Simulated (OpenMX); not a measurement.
ZnSe (Stilleite):

```
CELL_PARAMETERS angstrom
0.00000 2.83380 2.83380
2.83380 0.00000 2.83380
2.83380 2.83380 0.00000
ATOMIC_POSITIONS crystal
Se 0.75000 0.75000 0.75000
Zn 0.00000 0.00000 0.00000
```

Base run:

```yaml
Program: OpenMX 3.8.5
Functional: PBE
Potentials_or_basis: OpenMX 2013 PBE set, Se7.0-s3p2d2, Zn6.0H-s3p2d2, grid cutoff 500 Ry
k_mesh: 9 × 9 × 9
Occupations: fermi-dirac, width 0.05 eV
Spin: no spin polarisation
```

Its results: band gap on the k mesh 1.61 eV, direct.

Task: The run is repeated on the same cell with these changes: k mesh from 9 × 9 × 9 to 7 × 7 × 7; spin from no spin polarisation to non-collinear spin, zero start, spin-orbit coupling. What comes out?

Result: Band gap on the k mesh 1.47 eV, direct; net moment 0.00 μB per cell.

Several settings changed at once, so the effect can't be laid on one alone.

Caveats: the basis of atomic orbitals isn't converged, which shifts pressures, moduli and gaps; total energies with and without spin-orbit coupling shouldn't be compared in this program (some runs).
